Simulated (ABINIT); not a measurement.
# BN (F-43m) in ABINIT: notebook

One crystal, BN, is run at these levels: r2SCAN, LDA; tasks: single point.

Everything below comes from runs of ABINIT 10.8.3 (patched build). Logs are shortened: lines on timing, memory, paths and dates and some standing lists are left out, and cuts for length are marked. The log counts tension as positive stress, the text compression.

**Experimental background.**

A printed reference work, monograph reports, for a bulk crystal of BN at 300 K: band gap 6.4 eV (indirect).

The results are compared with them further down.

### 1 The structure

The structure is cubic, space group F-43m (No. 216). Conventional cell: a = 3.626 Å, b = 3.626 Å, c = 3.626 Å, α = 90.00°, β = 90.00°, γ = 90.00°. N (site symmetry -43m) has 4 B at 1.57 Å as nearest neighbours. Around B (site symmetry -43m) lie 4 N at 1.57 Å.

The cell is a database's computed one.

### 2 Single point, r2SCAN

File run.abi:

```
# Pseudopotentials
pp_dirpath "./"
pseudos "N.GGA_PBE-JTH.xml, B.GGA_PBE-JTH.xml"

# Structure
acell 4.8452022309 4.8452022309 4.8452022309
rprim
     0.0000000000     0.7071067812     0.7071067812
     0.7071067812     0.0000000000     0.7071067812
     0.7071067812     0.7071067812     0.0000000000
ntypat 2
znucl 7 5
natom 2
typat 1 2
xred
     0.2500000000     0.2500000000     0.2500000000
     0.0000000000     0.0000000000     0.0000000000

# Plane-wave basis
ecut 30.0
pawecutdg 52.0

# k points
kptopt 1
ngkpt 10 10 10
nshiftk 1
shiftk 0.0 0.0 0.0

# Exchange and correlation
ixc -497498
usekden 1
pawxcdev 0

# Bands and occupations
nband 8
occopt 3
tsmear 0.00183747

# SCF cycle
nstep 100
tolvrs 1.0e-7

# Output
iomode 3
prtwf 0
prtden 0
prteig 0
prtebands 0
enunit 1
```

Potentials or basis: JTH PAW PBE v2.0.

Launch:

```bash
> abinit run.abi > log 2>&1
```

run.abo:

```text
.Version 10.8.3 of ABINIT
 Symmetries : space group F-4 3 m (#216); Bravais cF (face-center cubic)
================================================================================
 Values of the parameters that define the memory need of the present run
     intxc =       0    ionmov =       0      iscf =      17    lmnmax =       8
     lnmax =       4     mgfft =      24  mpssoang =       2    mqgrid =    3001
     natom =       2  nloc_mem =       2    nspden =       1   nspinor =       1
    nsppol =       1      nsym =      24    n1xccc =       1    ntypat =       2
    occopt =       3   xclevel =       2
       mpw =         642          nfft =       13824          nkpt =          47
 PAW method is used; the additional fine FFT grid is defined by:
   mgfftf=        32    nfftf =     32768
================================================================================
================================================================================

--------------------------------------------------------------------------------
------------- Echo of variables that govern the present computation ------------
--------------------------------------------------------------------------------
 -outvars: echo values of preprocessed input variables --------
            acell      4.8452022309E+00  4.8452022309E+00  4.8452022309E+00 Bohr
              amu      1.40067400E+01  1.08110000E+01
             ecut      3.00000000E+01 Hartree
           enunit           1
              ixc     -497498
         kptrlatt       10    0    0      0   10    0      0    0   10
          kptrlen      4.84520223E+01
            natom           2
            nband           8
            ngfft          24      24      24
          ngfftdg          32      32      32
             nkpt          47
            nstep         100
             nsym          24
           ntypat           2
           occopt           3
        pawecutdg      5.20000000E+01 Hartree
         pawxcdev           0
           prtden           0
        prtebands           0
           prteig           0
          prtkden           1
            prtwf           0
            rprim      0.0000000000E+00  7.0710678120E-01  7.0710678120E-01
                       7.0710678120E-01  0.0000000000E+00  7.0710678120E-01
                       7.0710678120E-01  7.0710678120E-01  0.0000000000E+00
          spgroup         216
           tolvrs      1.00000000E-07
           tsmear      1.83747000E-03 Hartree
            typat      1  2
          usekden           1
           useylm           1
           xangst      9.0650049941E-01  9.0650049941E-01  9.0650049941E-01
                       0.0000000000E+00  0.0000000000E+00  0.0000000000E+00
            xcart      1.7130376769E+00  1.7130376769E+00  1.7130376769E+00
                       0.0000000000E+00  0.0000000000E+00  0.0000000000E+00
             xred      2.5000000000E-01  2.5000000000E-01  2.5000000000E-01
                       0.0000000000E+00  0.0000000000E+00  0.0000000000E+00
            znucl        7.00000    5.00000

================================================================================

 chkinp: Checking input parameters for consistency.

================================================================================
== DATASET  1 ==================================================================

--- !DatasetInfo
iteration_state: {dtset: 1, }
dimensions: {natom: 2, nkpt: 47, mband: 8, nsppol: 1, nspinor: 1, nspden: 1, mpw: 642, }
cutoff_energies: {ecut:  30.0, pawecutdg:  52.0, }
electrons: {nelect:   8.00000000E+00, charge:   0.00000000E+00, occopt:   3.00000000E+00, tsmear:   1.83747000E-03, }
meta: {optdriver: 0, ionmov: 0, optcell: 0, iscf: 17, paral_kgb: 0, }
...

 Real(R)+Recip(G) space primitive vectors, cartesian coordinates (Bohr,Bohr^-1):
 R(1)=  0.0000000  3.4260754  3.4260754  G(1)= -0.1459396  0.1459396  0.1459396
 R(2)=  3.4260754  0.0000000  3.4260754  G(2)=  0.1459396 -0.1459396  0.1459396
 R(3)=  3.4260754  3.4260754  0.0000000  G(3)=  0.1459396  0.1459396 -0.1459396
 Unit cell volume ucvol=  8.0430492E+01 bohr^3
 Angles (23,13,12)=  6.00000000E+01  6.00000000E+01  6.00000000E+01 degrees

 Coarse grid specifications (used for wave-functions):

 getcut: wavevector=  0.0000  0.0000  0.0000  ngfft=  24  24  24
         ecut(hartree)=     30.000   => boxcut(ratio)=   2.00897

 Fine grid specifications (used for densities):

 getcut: wavevector=  0.0000  0.0000  0.0000  ngfft=  32  32  32
         ecut(hartree)=     52.000   => boxcut(ratio)=   2.03456

--- Pseudopotential description ------------------------------------------------
- pspini: atom type   1  psp file is ./N.GGA_PBE-JTH.xml
 Pseudopotential format is: paw10
 basis_size (lnmax)=  4 (lmn_size=  8), orbitals=   0   0   1   1
 Spheres core radius: rc_sph= 1.20497474
 Shapefunction is SIN type: shapef(r)=[sin(pi*r/rshp)/(pi*r/rshp)]**2
 Radius for shape functions =  1.00243812
 Compensation charge density is not taken into account in XC energy/potential

- pspini: atom type   2  psp file is ./B.GGA_PBE-JTH.xml
 Pseudopotential format is: paw10
 basis_size (lnmax)=  4 (lmn_size=  8), orbitals=   0   0   1   1
 Spheres core radius: rc_sph= 1.70616958
 Shapefunction is SIN type: shapef(r)=[sin(pi*r/rshp)/(pi*r/rshp)]**2
 Radius for shape functions =  1.40269776
 Compensation charge density is not taken into account in XC energy/potential

   5.83076110E+01                                ecore*ucvol(ha*bohr**3)
--------------------------------------------------------------------------------

================================================================================

--- !BeginCycle
iteration_state: {dtset: 1, }
solver: {iscf: 17, nstep: 100, nline: 4, wfoptalg: 10, }
tolerances: {tolvrs: 1.00E-07, }
...

     iter   Etot(hartree)      deltaE(h)  residm     nres2
 ETOT  1  -12.672811195310    -1.267E+01 1.084E-01 1.889E+01
 ETOT  2  -12.615736646388     5.707E-02 3.038E-02 2.447E+00
 ETOT  3  -12.615371101120     3.655E-04 1.079E-03 3.251E-01
 ETOT  4  -12.615265773727     1.053E-04 6.082E-05 2.606E-03
 ETOT  5  -12.615277856330    -1.208E-05 6.109E-06 5.950E-04
 ETOT  6  -12.615277776981     7.935E-08 1.254E-06 4.404E-06
 ETOT  7  -12.615277795224    -1.824E-08 1.745E-07 3.049E-07
 ETOT  8  -12.615277796370    -1.147E-09 3.064E-08 1.736E-08

 At SCF step    8       nres2   =  1.74E-08 < tolvrs=  1.00E-07 =>converged.

Result for kinetic energy density :

--------------------------------------------------------------------------------
 Total kinetic energy density [Ha/Bohr^3]
)     Maximum=    2.8145E+00  at reduced coord.    0.2500    0.2500    0.2500
)     Minimum=    1.2240E-02  at reduced coord.    0.7500    0.7500    0.7500
   Integrated=    7.9095E+00
--------------------------------------------------------------------------------

 Cartesian components of stress tensor (hartree/bohr^3)
  sigma(1 1)=  7.03402269E-05  sigma(3 2)=  0.00000000E+00
  sigma(2 2)=  7.03402269E-05  sigma(3 1)=  0.00000000E+00
  sigma(3 3)=  7.03402269E-05  sigma(2 1)=  0.00000000E+00

--- !ResultsGS
iteration_state: {dtset: 1, }
comment   : Summary of ground state results
lattice_vectors:
- [  0.0000000,   3.4260754,   3.4260754, ]
- [  3.4260754,   0.0000000,   3.4260754, ]
- [  3.4260754,   3.4260754,   0.0000000, ]
lattice_lengths: [   4.84520,    4.84520,    4.84520, ]
lattice_angles: [ 60.000,  60.000,  60.000, ] # degrees, (23, 13, 12)
lattice_volume:   8.0430492E+01
convergence: {deltae: -1.147E-09, res2:  1.736E-08, residm:  3.064E-08, diffor: null, }
etotal    :  -1.26152778E+01
entropy   :   0.00000000E+00
fermie    :   3.69022351E-01
cartesian_stress_tensor: # hartree/bohr^3
- [  7.03402269E-05,   0.00000000E+00,   0.00000000E+00, ]
- [  0.00000000E+00,   7.03402269E-05,   0.00000000E+00, ]
- [  0.00000000E+00,   0.00000000E+00,   7.03402269E-05, ]
pressure_GPa:  -2.0695E+00
xred      :
- [  2.5000E-01,   2.5000E-01,   2.5000E-01,  N]
- [  0.0000E+00,   0.0000E+00,   0.0000E+00,  B]
cartesian_forces: # hartree/bohr
- [  2.51496649E-27,  -6.98043426E-44,  -2.51496649E-27, ]
- [ -2.51496649E-27,   6.98043426E-44,   2.51496649E-27, ]
force_length_stats: {min:   3.55669972E-27, max:   3.55669972E-27, mean:   3.55669972E-27, }
...

 Integrated electronic density in atomic spheres:
 ------------------------------------------------
 Atom  Sphere_radius  Integrated_density
    1        1.20497          2.72432506
    2        1.70617          2.02413499

================================================================================

 ----iterations are completed or convergence reached----

 Mean square residual over all n,k,spin=   23.330E-11; max=  30.643E-09
 reduced coordinates (array xred) for    2 atoms
       0.250000000000      0.250000000000      0.250000000000
       0.000000000000      0.000000000000      0.000000000000
 rms dE/dt=  9.9494E-27; max dE/dt=  1.7233E-26; dE/dt below (all hartree)
    1       0.000000000000      0.000000000000     -0.000000000000
    2       0.000000000000      0.000000000000      0.000000000000

 cartesian coordinates (angstrom) at end:
    1      0.90650049940675     0.90650049940675     0.90650049940675
    2      0.00000000000000     0.00000000000000     0.00000000000000

 cartesian forces (hartree/bohr) at end:
    1      0.00000000000000    -0.00000000000000    -0.00000000000000
    2     -0.00000000000000     0.00000000000000     0.00000000000000
 frms,max,avg= 2.0534615E-27 2.5149665E-27   0.000E+00  0.000E+00  0.000E+00 h/b

 cartesian forces (eV/Angstrom) at end:
    1      0.00000000000000    -0.00000000000000    -0.00000000000000
    2     -0.00000000000000     0.00000000000000     0.00000000000000
 frms,max,avg= 1.0559324E-25 1.2932478E-25   0.000E+00  0.000E+00  0.000E+00 e/A
 length scales=  4.845202230900  4.845202230900  4.845202230900 bohr
              =  2.563970601069  2.563970601069  2.563970601069 angstroms
 Fermi (or HOMO) energy (eV) =  10.04161   Average Vxc (eV)= -13.54170
 Eigenvalues (   eV  ) for nkpt=  47  k points:
 kpt#   1, nband=  8, wtk=  0.00100, kpt=  0.0000  0.0000  0.0000 (reduced coord)
 -12.81591    8.39278    8.39278    8.39278   17.85202   17.85202   17.85202   19.25097
 prteigrs : prtvol=0 or 1, do not print more k-points.

--- !EnergyTerms
iteration_state     : {dtset: 1, }
comment             : Components of total free energy in Hartree
kinetic             :  7.90946222778223E+00
hartree             :  1.83737576039377E+00
xc                  : -3.83729388012229E+00
Ewald energy        : -1.31304314004290E+01
psp_core            :  7.24944099957389E-01
local_psp           : -7.78972822568767E+00
PAW spherical_terms :  1.67038476520579E+00
internal            : -1.26152866528998E+01
'-kT*entropy'       :  6.26636733023536E-16
total_energy        : -1.26152866528998E+01
total_energy_eV     : -3.43279437715826E+02
...

--- !EnergyTermsDC
iteration_state     : {dtset: 1, }
comment             : '"Double-counting" decomposition of free energy'
band_energy         :  4.70346393792233E-02
Ewald energy        : -1.31304314004290E+01
psp_core            :  7.24944099957389E-01
xc_dc               : -7.98212233222120E-01
PAW spherical_terms :  5.41387097944112E-01
internal            : -1.26152777963704E+01
'-kT*entropy'       :  6.26636733023536E-16
total_energy_dc     : -1.26152777963704E+01
total_energy_dc_eV  : -3.43279196717384E+02
...

--- !EnergyTermsWithPAWCore
iteration_state     : {dtset: 1, }
comment             : 'Components of total free energy, including PAW core contributions'
Total energy        : -7.97602059471778E+01
Total energy DC     : -7.97601970906484E+01
Total energy (eV)   : -2.17038577108765E+03
Total energy DC (eV): -2.17038553008920E+03
...

 Cartesian components of stress tensor (hartree/bohr^3)
  sigma(1 1)=  7.03402269E-05  sigma(3 2)=  0.00000000E+00
  sigma(2 2)=  7.03402269E-05  sigma(3 1)=  0.00000000E+00
  sigma(3 3)=  7.03402269E-05  sigma(2 1)=  0.00000000E+00

-Cartesian components of stress tensor (GPa)         [Pressure= -2.0695E+00 GPa]
- sigma(1 1)=  2.06948093E+00  sigma(3 2)=  0.00000000E+00
- sigma(2 2)=  2.06948093E+00  sigma(3 1)=  0.00000000E+00
- sigma(3 3)=  2.06948093E+00  sigma(2 1)=  0.00000000E+00

== END DATASET(S) ==============================================================
================================================================================

 -outvars: echo values of variables after computation  --------
            acell      4.8452022309E+00  4.8452022309E+00  4.8452022309E+00 Bohr
           etotal     -1.2615277796E+01
            fcart      2.5149664921E-27 -6.9804342642E-44 -2.5149664921E-27
                      -2.5149664921E-27  6.9804342642E-44  2.5149664921E-27
            rprim      0.0000000000E+00  7.0710678120E-01  7.0710678120E-01
                       7.0710678120E-01  0.0000000000E+00  7.0710678120E-01
                       7.0710678120E-01  7.0710678120E-01  0.0000000000E+00
           strten      7.0340226939E-05  7.0340226939E-05  7.0340226939E-05
                       0.0000000000E+00  0.0000000000E+00  0.0000000000E+00
           xangst      9.0650049941E-01  9.0650049941E-01  9.0650049941E-01
                       0.0000000000E+00  0.0000000000E+00  0.0000000000E+00
             xred      2.5000000000E-01  2.5000000000E-01  2.5000000000E-01
                       0.0000000000E+00  0.0000000000E+00  0.0000000000E+00
 Calculation completed.
```

Wall time 25 s (1 thread of Arm Neoverse V1, shared host); peak memory 0.09 GiB.

Results:

```yaml
Free_energy: -343.2792 eV
Pressure: -2.1 GPa
Band_gap_on_the_k_mesh: 4.94 eV, indirect (least direct gap 9.46 eV)
Valence_electrons_inside_the_program's_atomic_spheres: N 2.72; B 2.02
```

Caveat: totals of a meta-GGA on PAW files have another zero than those of a GGA; the PAW data sets were made with another functional, which shifts forces and pressure a little.

### 3 Single point, LDA

File run.abi:

```
pp_dirpath "./"
pseudos "N.LDA_PW-JTH.xml, B.LDA_PW-JTH.xml"

acell 4.8452022309 4.8452022309 4.8452022309
rprim
     0.0000000000     0.7071067812     0.7071067812
     0.7071067812     0.0000000000     0.7071067812
     0.7071067812     0.7071067812     0.0000000000
ntypat 2
znucl 7 5
natom 2
typat 1 2
xred
     0.2500000000     0.2500000000     0.2500000000
     0.0000000000     0.0000000000     0.0000000000

ecut 25.0
pawecutdg 47.0

kptopt 1
ngkpt 10 10 10
nshiftk 1
shiftk 0.0 0.0 0.0

ixc 7

nband 8
occopt 3
tsmear 0.00183747

nstep 100
tolvrs 1.0e-9

iomode 3
prtwf 0
prtden 0
prteig 0
prtebands 0
```

Potentials or basis: JTH PAW LDA v2.0.

Launch:

```bash
> abinit run.abi > log 2>&1
```

run.abo:

```text
.Version 10.8.3 of ABINIT
 Symmetries : space group F-4 3 m (#216); Bravais cF (face-center cubic)
================================================================================
 Values of the parameters that define the memory need of the present run
     intxc =       0    ionmov =       0      iscf =      17    lmnmax =       8
     lnmax =       4     mgfft =      24  mpssoang =       2    mqgrid =    3001
     natom =       2  nloc_mem =       2    nspden =       1   nspinor =       1
    nsppol =       1      nsym =      24    n1xccc =       1    ntypat =       2
    occopt =       3   xclevel =       1
       mpw =         503          nfft =       13824          nkpt =          47
 PAW method is used; the additional fine FFT grid is defined by:
   mgfftf=        30    nfftf =     27000
================================================================================
================================================================================

--------------------------------------------------------------------------------
------------- Echo of variables that govern the present computation ------------
--------------------------------------------------------------------------------
 -outvars: echo values of preprocessed input variables --------
            acell      4.8452022309E+00  4.8452022309E+00  4.8452022309E+00 Bohr
              amu      1.40067400E+01  1.08110000E+01
             ecut      2.50000000E+01 Hartree
              ixc           7
         kptrlatt       10    0    0      0   10    0      0    0   10
          kptrlen      4.84520223E+01
            natom           2
[... 210 lines left out ...]
PAW spherical_terms :  2.40865629600036E-01
internal            : -1.30153578174754E+01
'-kT*entropy'       : -3.05161782618568E-16
total_energy_dc     : -1.30153578174754E+01
total_energy_dc_eV  : -3.54165928700970E+02
...

--- !EnergyTermsWithPAWCore
iteration_state     : {dtset: 1, }
comment             : 'Components of total free energy, including PAW core contributions'
Total energy        : -7.91185123655272E+01
Total energy DC     : -7.91185133979615E+01
Total energy (eV)   : -2.15292439918578E+03
Total energy DC (eV): -2.15292442727975E+03
...

 Cartesian components of stress tensor (hartree/bohr^3)
  sigma(1 1)=  4.97127859E-04  sigma(3 2)=  0.00000000E+00
  sigma(2 2)=  4.97127859E-04  sigma(3 1)=  0.00000000E+00
  sigma(3 3)=  4.97127859E-04  sigma(2 1)=  0.00000000E+00

-Cartesian components of stress tensor (GPa)         [Pressure= -1.4626E+01 GPa]
- sigma(1 1)=  1.46260066E+01  sigma(3 2)=  0.00000000E+00
- sigma(2 2)=  1.46260066E+01  sigma(3 1)=  0.00000000E+00
- sigma(3 3)=  1.46260066E+01  sigma(2 1)=  0.00000000E+00

== END DATASET(S) ==============================================================
================================================================================

 -outvars: echo values of variables after computation  --------
            acell      4.8452022309E+00  4.8452022309E+00  4.8452022309E+00 Bohr
           etotal     -1.3015357817E+01
            fcart     -3.0700274562E-31 -3.0700274562E-31  9.2100823685E-31
                       3.0700274562E-31  3.0700274562E-31 -9.2100823685E-31
            rprim      0.0000000000E+00  7.0710678120E-01  7.0710678120E-01
                       7.0710678120E-01  0.0000000000E+00  7.0710678120E-01
                       7.0710678120E-01  7.0710678120E-01  0.0000000000E+00
           strten      4.9712785907E-04  4.9712785907E-04  4.9712785907E-04
                       0.0000000000E+00  0.0000000000E+00  0.0000000000E+00
           xangst      9.0650049941E-01  9.0650049941E-01  9.0650049941E-01
                       0.0000000000E+00  0.0000000000E+00  0.0000000000E+00
             xred      2.5000000000E-01  2.5000000000E-01  2.5000000000E-01
                       0.0000000000E+00  0.0000000000E+00  0.0000000000E+00
 Calculation completed.
```

Run time: 5.7 s. Hardware: 1 thread of Arm Neoverse V1, shared host; peak memory 0.07 GiB.

Results:

- Free energy: -354.1659 eV
- Band gap on the k mesh: 4.34 eV, indirect (least direct gap 8.63 eV)
- Valence electrons inside the program's atomic spheres: N 2.67; B 2.06

Caveat: the cutoff is too short for stress, so the log's stress isn't used.

### 4 Comparison with measurements

Step 2. Measured gap of BN: 6.4 eV (indirect; 300 K; a printed reference work, monograph). This calculation gives 4.94 eV (-1.46 eV). The value is that of r2SCAN on a finite k mesh, which can miss the band edges, without temperature or zero-point motion. The cell is a database's relaxed one, not the measured one, which moves gaps too.

Step 3. Measured gap of BN: 6.4 eV (indirect; 300 K; a printed reference work, monograph). This calculation gives 4.34 eV (-2.06 eV). The value is that of LDA on a finite k mesh, which can miss the band edges, without temperature or zero-point motion. Semilocal functionals fall short of measured gaps as a rule. The cell is a database's relaxed one, not the measured one, which moves gaps too.
